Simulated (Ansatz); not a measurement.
# P: the cost of one run

Computed with Ansatz 0.2.0 (DFT r2SCAN, scalar-relativistic, plane waves, PAW, unless a step's input says otherwise).

1 further run of the same task is left out (set aside as unsound or not needed).

### Step 1. Starting point

The structure is monoclinic, space group P2/m (No. 10). Conventional cell: a = 2.425 Å, b = 2.439 Å, c = 4.852 Å, α = 90.00°, β = 90.24°, γ = 90.00°. P (site symmetry m) has 6 P at 2.42 to 2.44 Å as nearest neighbours.

Cell or atoms stand a little off a more symmetric structure (Pm-3m at a tolerance of 0.3 Å), so results at this geometry aren't those of that ideal crystal.

As a file:

```
P
1.0
     2.42469    0.00000    0.00000
     0.00000    2.43854    0.00000
    -0.02031    0.00000    4.85243
P
2
Direct
  0.00000 0.00000 0.25057
  0.00000 0.00000 0.74943
```

Source of the structure: the Materials Project (structure only).

(A quick probe on a coarse mesh, which set the mesh and smearing, is not shown.)

### Step 3. Full relaxation

input.yaml

```yaml
crystal:
  lattice:
    - [2.4246941115, 0.0, 0.0]
    - [0.0, 2.4385351442, 0.0]
    - [-0.0203144631, 0.0, 4.8524328982]
  atoms:
    - { symbol: P, position: [0.99999997, 0.0, 0.25057464] }
    - { symbol: P, position: [3.0e-08, 0.0, 0.74942536] }
basis:
  ecutwfc: 500
kpoints:
  mp_grid: { grid: [18, 18, 10] }
hamiltonian:
  xc: r2scan
scf:
  occupations: { method: gaussian, width: 0.1 }
output:
  forces: true
  stress: true
  eigenvalues: true
  write_density: true
  write_potential: true
  elf: true
  volumetric_format: npy
relax:
  adjacent_minimum: "off"
  f_tol: 0.005
  max_steps: 80
  cell: { stress_tol: 0.05 }
```

Started as:

```
$ ansatz run input.yaml --threads 1 --pin off --max-ram 2560MiB --backend cpu --events-out ev --progress --plain --runs-dir out
```

Q: Estimate wall time and peak memory on 1 thread of Intel Xeon at 2.70GHz, shared host.

About 2.5 min, with a peak of 0.7 GiB.
